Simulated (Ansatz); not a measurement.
# Stack of 2H-MoTe2 under honeycomb BAs, upper layer turned by 180° in a perpendicular field

Aim: how the stack of 2H-MoTe2 under honeycomb BAs, upper layer turned by 180° screens a field along its normal, and what the field does to its bands. A positive field points along +c.

Method: plane-wave DFT, PBE-D3(BJ), Ansatz PAW, in Ansatz 0.2.0.

## 1. The structure

The cell holds 5 atoms: 2 Te, 1 Mo, 1 As and 1 B. Its edges and angles: a = 3.470 Å, b = 3.470 Å, c = 44.824 Å, α = 90.0°, β = 90.0°, γ = 120.0°. Regions: layer 1: 2H-MoTe2, 3 atoms (2 Te and 1 Mo); layer 2: honeycomb BAs, 2 atoms (1 As and 1 B). Vacuum lies along c.

## 2. Relaxation

The starting cell is a guess, so the in-plane lattice and the atoms are relaxed first, with the slab cut off from its images along the normal.

Input file input.yaml:

```yaml
crystal:
  lattice:
    - [3.47, 0.0, 0.0]
    - [-1.735, 3.0051081511, 0.0]
    - [0.0, 0.0, 44.8241026316]
  atoms:
    - { symbol: Te, position: [0.3333333333, 0.6666666667, 0.4227636224] }
    - { symbol: Mo, position: [0.0, 0.0, 0.4648626541] }
    - { symbol: Te, position: [0.3333333333, 0.6666666667, 0.5069616857] }
    - { symbol: As, position: [0.6666666667, 0.3333333333, 0.5772363776] }
    - { symbol: B, position: [0.0, 0.0, 0.5772363776] }
  periodic: [true, true, false]
kpoints:
  mp_grid: { grid: [12, 12, 1] }
hamiltonian:
  xc: pbe
  dispersion: d3bj
scf:
  occupations: { method: fermi_dirac, width: 0.05 }
  convergence: { dr2_threshold: 1.0e-09 }
relax:
  f_tol: 0.004
  max_steps: 90
  cell: {}
output:
  write_potential: true
  write_density: true
  volumetric_format: npy
```

Command:

```bash
$ ansatz run input.yaml --threads 2 --pin off --max-ram 4096MiB --backend cpu --events-out ev --progress --plain --runs-dir out
```

Numbers of over 12 decimals in the logs are rounded to 6 here.

What it wrote:

```text
Warning: relax.cell: scf.convergence.dr2_threshold = 1e-9 eV is looser than the 1.74565615331e-10 eV advised for a relaxation that steers and ends on the stress (1e-10 eV for each atom of the cell: 5, times the square of relax.cell.stress_2d_tol = 0.05 N/m over 16.9 Å (the atoms' height at the walk's start and 5 Å past either face), 2.954e-2 GPa, over a crystal's default 0.05). What an SCF threshold leaves in a stress goes as its square root, and in the free energy as the threshold itself, and one threshold admits the most on a small cell: [figures from the program's tests cut] Set scf.convergence.dr2_threshold to 1.74565615331e-10 eV or tighter. [rest of the remark cut]
Engine: ansatz 0.2.0, aarch64-unknown-linux-gnu
Pseudopotentials: kind: paw
Pseudopotential: Te, paw, valence charge 16, recommended cutoff 420 eV (normal), Te.paw.azcp
Pseudopotential: Mo, paw, valence charge 14, recommended cutoff 420 eV (normal), Mo.paw.azcp
Pseudopotential: As, paw, valence charge 15, recommended cutoff 420 eV (normal), As.paw.azcp
Pseudopotential: B, paw, valence charge 3, recommended cutoff 420 eV (normal), B.paw.azcp
Functional definition: PBE
  parameter kappa = 0.804
  parameter beta = 0.066725
  exchange = pbe_x(kappa = kappa, mu = beta*pi^2/3)
  correlation = pbe_c(beta = beta)
Crystal: 5 atoms, lattice volume = 467.413 Å³
Basis set: ecut = 420 eV, 9119 PW (Γ), exchange–correlation on 48×48×600 points (8 copies of the dense FFT grid, shifted against one another)
Bands: 39, of which v1, the nominal top of the filled ones, is band 32 counted from 1 (31 counted from 0)
Symmetry: 6 space group operations
Space group: P3m1 (ITA 156), of the structure as read, at distance tolerance 7.8e-5 Å
k-points: 19 of 144 (time reversal used)
Non-local potential: Te, projectors of the file, l = 0: 2, l = 1: 2, l = 2: 2, l = 3: 2
Non-local potential: Mo, projectors of the file, l = 0: 3, l = 1: 2, l = 2: 2, l = 3: 1
Non-local potential: As, projectors of the file, l = 0: 2, l = 1: 2, l = 2: 3, l = 3: 1
Non-local potential: B, projectors of the file, l = 0: 2, l = 1: 2, l = 2: 1
PAW form: soft (Blöchl's): semilocal exchange-correlation on the pseudo side does not see the compensation charge
PAW one-centre angular grid: Te, 590 points (default); XC on 64 Gauss nodes
PAW one-centre angular grid: Mo, 590 points (default); XC on 64 Gauss nodes
PAW one-centre angular grid: As, 590 points (default); XC on 64 Gauss nodes
PAW one-centre angular grid: B, 110 points (default); XC on 64 Gauss nodes
Initial density: superposition of atomic densities (neutral atoms: chi_scale 0, normalization atom), corrected by the library's trained network
Initial wavefunctions: pseudopotential atomic-orbital guess
Functional: x = pbe(κ = 0.804, μ = 0.219515), c = pbe(β = 0.066725)
SCF iter   1: F=—  HF=-23929.671876 eV  |F-HF|=—  |Δ(HF+E_count)|=         —  Δρ=2.68e-3  dr2=4.04e-1  ethr=1.77e-3  ⟨swp⟩=17.1  Hψ=5067  notcnv=0
preconditioner: auto → Resta (q_TF=auto, 1.959 Å⁻¹)  ε∞=2.3  [insulator: Δε(μ)=0.513 eV  Ē_g=7.817 eV  σ=0.050 eV  W_gap=0.99  n_scr=26 (ndim 8)  ℏωp=8.8 eV  f_vac=0.753  D(μ)=0.01/eV (n_scr^D=0)  ε∞_Penn≈2.3  vacuum switching on, ρ_ref=4.4e-3 e/Å³]
SCF iter   2: F=—  HF=-23929.869894 eV  |F-HF|=—  |Δ(HF+E_count)|=   1.98e-1  Δρ=6.51e-3  dr2=6.18e0  ethr=6.32e-4  ⟨swp⟩=4.5  Hψ=1459  notcnv=0  defer=24  recentre
preconditioner: auto → LDOS  [insulator: Δε(μ)=0.161 eV  Ē_g=7.808 eV  σ=0.050 eV  W_gap=0.66  n_scr=26 (ndim 8)  ℏωp=8.8 eV  f_vac=0.752  D(μ)=0.85/eV (n_scr^D=8)  ε∞_Penn≈2.3  β→1.0]
SCF iter   3: F=—  HF=-23929.658911 eV  |F-HF|=—  |Δ(HF+E_count)|=   2.11e-1  Δρ=1.88e-3  dr2=2.10e-1  ethr=6.32e-4  ⟨swp⟩=4.2  Hψ=1362  notcnv=0  defer=26
SCF iter   4: F=—  HF=-23929.648658 eV  |F-HF|=—  |Δ(HF+E_count)|=   1.03e-2  Δρ=9.98e-4  dr2=4.65e-2  ethr=3.28e-4  ⟨swp⟩=2.8  Hψ=1152  notcnv=0  defer=23
SCF iter   5: F=—  HF=-23929.646653 eV  |F-HF|=—  |Δ(HF+E_count)|=   2.00e-3  Δρ=3.43e-4  dr2=9.70e-4  ethr=7.26e-5  ⟨swp⟩=2.7  Hψ=1031  notcnv=0  defer=23
SCF iter   6: F=—  HF=-23929.646649 eV  |F-HF|=—  |Δ(HF+E_count)|=   4.03e-6  Δρ=1.80e-4  dr2=3.74e-4  ethr=1.52e-6  ⟨swp⟩=3.3  Hψ=1257  notcnv=0  defer=23
SCF iter   7: F=—  HF=-23929.646671 eV  |F-HF|=—  |Δ(HF+E_count)|=   2.19e-5  Δρ=5.44e-5  dr2=2.96e-5  ethr=5.84e-7  ⟨swp⟩=3.1  Hψ=1246  notcnv=0  defer=23
SCF iter   8: F=—  HF=-23929.646643 eV  |F-HF|=—  |Δ(HF+E_count)|=   2.71e-5  Δρ=2.04e-5  dr2=1.60e-6  ethr=4.62e-8  ⟨swp⟩=3.0  Hψ=1280  notcnv=0  defer=23
SCF iter   9: F=—  HF=-23929.646616 eV  |F-HF|=—  |Δ(HF+E_count)|=   2.70e-5  Δρ=7.45e-6  dr2=7.19e-7  ethr=2.50e-9  ⟨swp⟩=3.2  Hψ=1573  notcnv=0  defer=23
SCF iter  10: F=—  HF=-23929.646617 eV  |F-HF|=—  |Δ(HF+E_count)|=   1.25e-7  Δρ=2.19e-6  dr2=5.01e-8  ethr=1.12e-9  ⟨swp⟩=2.8  Hψ=1042  notcnv=0  defer=23
SCF iter  11: F=—  HF=-23929.646617 eV  |F-HF|=—  |Δ(HF+E_count)|=   4.49e-8  Δρ=8.55e-7  dr2=5.07e-9  ethr=7.83e-11  ⟨swp⟩=3.4  Hψ=1277  notcnv=0  defer=23
SCF iter  12: F=-23929.646617 eV  HF=-23929.646617 eV  |F-HF|=5.91e-9  |Δ(HF+E_count)|=   2.13e-8  Δρ=2.73e-7  dr2=4.21e-10  ethr=1.56e-12  ⟨swp⟩=13.0  Hψ=5474  notcnv=0
SCF 1 converged in 12 iterations: F = -23929.646617 eV  dr2 = 4.21e-10
  greatest PAW one-centre occupation: 0.999 electrons in one spin orbital (limit 2), on the As atom at site 3 (counted from 0), in its partial waves of l = 2
relax step   1: F+E_penalty+E_count = -23929.64661668 eV  Δ(F+E_penalty+E_count) = +0.000e0 eV  max|allowed force component| = 8.766e-1 eV/Å  Δτ_max = 0.0000 Å  P = -4.515 N/m  Ω = 467.413 Å³  fix = [c, alpha, beta]  reactions: c -0.000 N/m  (12 SCF iters, accepted)
Crystal: 5 atoms, lattice volume = 460.823 Å³
Basis set: ecut = 420 eV, 8933 PW (Γ), exchange–correlation on 48×48×600 points (8 copies of the dense FFT grid, shifted against one another)
Initial density: handed on by an earlier stage of this run
Initial wavefunctions: those handed on with the density
iter 1 solved again at ethr=3.57e-4 eV; its pass at ethr=3.10e-3 eV (dr2=2.28e-1 eV) is discarded
SCF iter   1: F=—  HF=-23929.606611 eV  |F-HF|=—  |Δ(HF+E_count)|=         —  Δρ=5.35e-3  dr2=2.35e-1  ethr=3.57e-4  ⟨swp⟩=2.9  Hψ=5285  notcnv=0
preconditioner: auto → Resta (q_TF=auto, 1.963 Å⁻¹)  ε∞=2.2  [insulator: Δε(μ)=0.443 eV  Ē_g=8.158 eV  σ=0.050 eV  W_gap=0.98  n_scr=28 (ndim 8)  ℏωp=8.8 eV  f_vac=0.753  D(μ)=0.01/eV (n_scr^D=0)  ε∞_Penn≈2.2  vacuum switching on, ρ_ref=4.8e-3 e/Å³]
SCF iter   2: F=—  HF=-23929.625465 eV  |F-HF|=—  |Δ(HF+E_count)|=   1.89e-2  Δρ=5.43e-3  dr2=5.30e-1  ethr=3.57e-4  ⟨swp⟩=4.6  Hψ=1502  notcnv=0
[...]
SCF iter   4: F=—  HF=-23929.735399 eV  |F-HF|=—  |Δ(HF+E_count)|=   5.87e-3  Δρ=4.47e-4  dr2=1.39e-3  ethr=9.68e-5  ⟨swp⟩=2.6  Hψ=1041  notcnv=0  defer=22
SCF iter   5: F=—  HF=-23929.735364 eV  |F-HF|=—  |Δ(HF+E_count)|=   3.58e-5  Δρ=1.57e-4  dr2=3.92e-4  ethr=2.17e-6  ⟨swp⟩=3.5  Hψ=1314  notcnv=0  defer=22
SCF iter   6: F=—  HF=-23929.735340 eV  |F-HF|=—  |Δ(HF+E_count)|=   2.36e-5  Δρ=6.57e-5  dr2=1.03e-5  ethr=6.12e-7  ⟨swp⟩=2.9  Hψ=1079  notcnv=0  defer=22
SCF iter   7: F=—  HF=-23929.735369 eV  |F-HF|=—  |Δ(HF+E_count)|=   2.87e-5  Δρ=1.73e-5  dr2=1.91e-6  ethr=1.60e-8  ⟨swp⟩=3.7  Hψ=1487  notcnv=0  defer=22
SCF iter   8: F=—  HF=-23929.735341 eV  |F-HF|=—  |Δ(HF+E_count)|=   2.79e-5  Δρ=5.68e-6  dr2=7.37e-8  ethr=2.99e-9  ⟨swp⟩=3.2  Hψ=1213  notcnv=0  defer=22
SCF iter   9: F=—  HF=-23929.735341 eV  |F-HF|=—  |Δ(HF+E_count)|=   8.15e-8  Δρ=1.70e-6  dr2=9.03e-9  ethr=1.15e-10  ⟨swp⟩=3.4  Hψ=1554  notcnv=0  defer=22
SCF iter  10: F=-23929.735341 eV  HF=-23929.735341 eV  |F-HF|=3.78e-9  |Δ(HF+E_count)|=   1.64e-8  Δρ=4.63e-7  dr2=8.06e-10  ethr=1.56e-12  ⟨swp⟩=11.2  Hψ=6570  notcnv=0
SCF 3 converged in 10 iterations: F = -23929.735341 eV  dr2 = 8.06e-10
relax step   3: F+E_penalty+E_count = -23929.73534089 eV  Δ(F+E_penalty+E_count) = -8.872e-2 eV  max|allowed force component| = 1.643e-1 eV/Å  Δτ_max = 0.0947 Å  P = -0.447 N/m  Ω = 456.473 Å³  energy of the carried Pulay correction = +7.385e-4 eV  fix = [c, alpha, beta]  reactions: c -0.000 N/m  (10 SCF iters, accepted)
[...]
relax step   4: F+E_penalty+E_count = -23929.73800459 eV  Δ(F+E_penalty+E_count) = -2.664e-3 eV  max|allowed force component| = 8.823e-2 eV/Å  Δτ_max = 0.0975 Å  P = -0.408 N/m  Ω = 456.559 Å³  energy of the carried Pulay correction = +7.326e-4 eV  fix = [c, alpha, beta]  reactions: c -0.000 N/m  (10 SCF iters, accepted)
[...]
relax step   5: F+E_penalty+E_count = -23929.73931553 eV  Δ(F+E_penalty+E_count) = -1.311e-3 eV  max|allowed force component| = 9.442e-2 eV/Å  Δτ_max = 0.0468 Å  P = +0.454 N/m  Ω = 454.914 Å³  energy of the carried Pulay correction = +8.452e-4 eV  fix = [c, alpha, beta]  reactions: c +0.000 N/m  (10 SCF iters, accepted)
[...]
relax step   6: F+E_penalty+E_count = -23929.74014084 eV  Δ(F+E_penalty+E_count) = -8.253e-4 eV  max|allowed force component| = 2.410e-3 eV/Å  Δτ_max = 0.0079 Å  P = +0.008 N/m  Ω = 455.743 Å³  energy of the carried Pulay correction = +7.884e-4 eV  fix = [c, alpha, beta]  reactions: c +0.000 N/m  (9 SCF iters, accepted)
Initial wavefunctions: pseudopotential atomic-orbital guess (no wavefunctions were taken with the density)
iter 1 solved again at ethr=1.52e-6 eV; its pass at ethr=3.10e-3 eV (dr2=9.75e-4 eV) is discarded
SCF iter   1: F=—  HF=-23929.739514 eV  |F-HF|=—  |Δ(HF+E_count)|=         —  Δρ=1.77e-5  dr2=1.95e-7  ethr=1.52e-6  ⟨swp⟩=6.4  Hψ=7872  notcnv=0
eigensolver tolerance schedule: the retry pair's looser diagonalisation over-reported the residual by 5001.75 of it (diagonalisation noise at an unbounded share of the residual, at the tolerance the schedule requests for it); recorded, not acted on — ethr = c·dr2/N_el stays at c = 1.0e-1
preconditioner: auto → LDOS  [insulator: Δε(μ)=0.268 eV  Ē_g=8.033 eV  σ=0.050 eV  W_gap=0.87  n_scr=28 (ndim 8)  ℏωp=8.9 eV  f_vac=0.748  D(μ)=0.08/eV (n_scr^D=2)  ε∞_Penn≈2.2  β→1.0]
SCF iter   2: F=—  HF=-23929.739391 eV  |F-HF|=—  |Δ(HF+E_count)|=   1.23e-4  Δρ=4.58e-6  dr2=7.89e-8  ethr=3.05e-10  ⟨swp⟩=5.2  Hψ=2412  notcnv=0
SCF iter   3: F=—  HF=-23929.739391 eV  |F-HF|=—  |Δ(HF+E_count)|=   5.77e-8  Δρ=2.34e-6  dr2=6.14e-8  ethr=1.23e-10  ⟨swp⟩=3.0  Hψ=1551  notcnv=0
SCF iter   4: F=—  HF=-23929.739391 eV  |F-HF|=—  |Δ(HF+E_count)|=   7.27e-9  Δρ=1.08e-6  dr2=1.93e-8  ethr=9.59e-11  ⟨swp⟩=3.4  Hψ=1363  notcnv=0
SCF iter   5: F=—  HF=-23929.739391 eV  |F-HF|=—  |Δ(HF+E_count)|=  6.77e-10  Δρ=2.95e-7  dr2=1.02e-9  ethr=1.56e-12  ⟨swp⟩=17.0  Hψ=6936  notcnv=0
SCF iter   6: F=-23929.739391 eV  HF=-23929.739391 eV  |F-HF|=1.13e-10  |Δ(HF+E_count)|=  2.51e-10  Δρ=1.06e-7  dr2=1.78e-10  ethr=1.56e-12  ⟨swp⟩=9.9  Hψ=4217  notcnv=0
SCF 7 converged in 6 iterations: F = -23929.739391 eV  dr2 = 1.78e-10
relax step   7: F+E_penalty+E_count = -23929.73939060 eV  Δ(F+E_penalty+E_count) = +7.502e-4 eV  max|allowed force component| = 2.339e-3 eV/Å  Δτ_max = 0.0000 Å  P = +0.004 N/m  Ω = 455.743 Å³  fix = [c, alpha, beta]  reactions: c +0.000 N/m  stress off target by 3.60e-3 N/m on what of the cell is left free  SCF on the basis re-selected at this cell (its energy is not comparable with the rows above)  (6 SCF iters)
basis re-selected at this cell: Δ(F+E_penalty+E_count) = +7.502e-4 eV, ΔP = -0.004 N/m vs the last step (what re-selecting the basis moved, of the pressure what is left beyond the Pulay correction that the steps carried, after the strain that the cell walked since its last selection, with what the two solves' SCF thresholds leave and, on support functions, any second-order correction that the steps lacked; it is no m [...]
SCF converged after 6 iterations
Free energy (F): -23929.739391 eV
Harris-Foulkes:  -23929.739391 eV  (|F-HF|=1.13e-10)
Internal energy: -23929.738453 eV  (E = F + TS)
E sigma→0 (E₀):  -23929.738922 eV
Entropy (-TS):   -0.000937 eV (-0.187 meV/atom)
Fermi energy:    -4.478645 eV
--- Per-component energies (eV) ---
  E_band       = -1851.447494
  E_kinetic    = 954.563895
  E_local      = -299107.118510  (includes V_loc(G=0)·N_el)
  E_nonlocal   = -1133.868639
  E_hartree    = 149333.741735
  E_xc         = -543.021940
  E_vxc        = -554.325416  (∫ρ·V_xc dr)
  E_paw        = -14442.221696  (= ΣΔE_a)
  E_vpaw       = -678.180754  (= ΣTr[D̂ρ^β])
  E_aug_tail   = -0.000301  (compensation charges beyond the density's cutoff)
  E_ewald      = 141010.000891
  E_disp       = -1.813889  (pairwise vdW)
  E_smearing   = -0.000937  (= −TS)
  E_closure    = -0.000000  (closes the sum)
  Σ components = -23929.739391   (vs F -23929.739391, Δ=0.00e0)
--- Forces (eV/Å), atoms counted from 1 ---
  atom   1  Te     0.00000000    -0.00000000     0.00180854
  atom   2  Mo    -0.00000000     0.00000000     0.00035208
  atom   3  Te     0.00000000    -0.00000000    -0.00233931
  atom   4  As     0.00000000    -0.00000000     0.00076520
  atom   5  B      0.00000000     0.00000000    -0.00058652
  max |Σ_I F_I| component: 5.49e-9 eV/Å
--- 2D stress c σ (N/m, compression-positive) ---
        0.003603       0.000000       0.000000
        0.000000       0.003603       0.000000
        0.000000       0.000000       0.000000
  P = ½ c Tr σ = 0.0036 N/m
--- Band table (eV; the first three rows and the last of 19) ---
  k-point 0: bands = [... 28 lower, -6.1835, -5.4282, -5.3942, -5.3942, -1.7851, -1.2880, -1.2880, -1.0317, ... 3 higher]
  k-point 1: bands = [... 28 lower, -6.0930, -5.5311, -5.4528, -5.3340, -1.7638, -1.6791, -1.4956, -1.2711, ... 3 higher]
  k-point 2: bands = [... 28 lower, -5.8688, -5.8380, -5.5612, -5.4187, -2.6873, -2.3564, -1.7945, -1.6368, ... 3 higher]
  k-point 18: bands = [... 28 lower, -7.6626, -6.6909, -5.3185, -4.6237, -4.3553, -3.3030, -2.9678, -2.0397, ... 3 higher]
  the weakly bound empty levels are not read free of the cell's end (no_gap_told)
--- Relaxed structure (6 steps of the walk, 5 accepted, 1 SCFs on fresh bases) ---
  F+E_penalty+E_count = -23929.73939060 eV   max|allowed force component| = 2.339e-3 eV/Å   (the final SCF, on the basis selected at the relaxed cell)
  cell:  # Å, volume = 455.7434 Å³
    - [3.426408, 0.0, 0]
    - [-1.713204, 2.967356, 0]
    - [0, 0, 44.8241026316]
  atoms:
    - { symbol: Te, position: [0.333333, 0.666667, 0.421581] }
    - { symbol: Mo, position: [-1.679048878757735e-17, -2.3684757860264064e-17, 0.462784] }
    - { symbol: Te, position: [0.333333, 0.666667, 0.503999] }
    - { symbol: As, position: [0.666667, 0.333333, 0.579749] }
    - { symbol: B, position: [-1.1254555646119377e-17, -2.3684757860264015e-17, 0.580948] }
```

Elapsed: 2 min, on 2 threads of Arm Neoverse V2, shared host; peak memory 0.8 GiB; 4 min of CPU time.

The steps of the relaxation:

| step | energy less that of the first step (eV) | largest force component (eV/Å) | volume (Å³) |
| --- | --- | --- | --- |
| 1 | 0.0000 | 0.8766 | 467.41 |
| 2 | 0.0740 | 1.6294 | 460.82 |
| 3 | -0.0887 | 0.1643 | 456.47 |
| 4 | -0.0914 | 0.0882 | 456.56 |
| 5 | -0.0927 | 0.0944 | 454.91 |
| 6 | -0.0935 | 0.0024 | 455.74 |
| 7* | -0.0928 | 0.0023 | 455.74 |

Relaxation steps marked * repeat the geometry before them on a plane-wave basis chosen anew for their cell, so energy and pressure can jump there. Relaxation step 2 was tried and not accepted.

The run keeps the 6 symmetry operations that it works with, so distortions that break them were not tested.

| cell as run | before | after | change |
| --- | --- | --- | --- |
| a (Å) | 3.470 | 3.426 | -1.3 % |
| b (Å) | 3.470 | 3.426 | -1.3 % |

The atoms that moved most (Å, along periodic axes as changes of fractional coordinates times the final cell, across vacuum about the mean position):

| atom | dx | dy | dz | length |
| --- | --- | --- | --- | --- |
| B5 | 0.000 | 0.000 | 0.166 | 0.166 |
| Te3 | 0.000 | 0.000 | -0.133 | 0.133 |
| As4 | 0.000 | 0.000 | 0.113 | 0.113 |
| Mo2 | 0.000 | 0.000 | -0.093 | 0.093 |
| Te1 | 0.000 | 0.000 | -0.053 | 0.053 |

Final coordinates:

```xyz
5
Lattice="3.4264 0.0000 0.0000 -1.7132 2.9674 0.0000 0.0000 0.0000 44.8241" Properties=species:S:1:pos:R:3
Te    0.0000    1.9782   18.8970
Mo    0.0000    0.0000   20.7439
Te    0.0000    1.9782   22.5913
As    1.7132    0.9891   25.9867
B     0.0000    0.0000   26.0405
```

Numbers from this step:

```yaml
energy_at_zero_smearing: -23929.7389 eV
```

The lattice constant a goes from 3.470 to 3.426 Å.

(Continued in part 2 of 2.)

[Logs are printed without paths, hosts, clocks, repeated set-up lines and the standing remarks that a program may print on its own settings, such as how far it seeks lower states.]

[Hosts, paths, dates, database ids (printed as entryN), source tags and the programs' standing remarks are cut or masked in the printed files.]

[Maps of the electrostatic potential energy from Ansatz leave out the sawtooth potential of an applied field or a dipole correction, so their vacuum need not be flat; planar profiles and work functions include it.]
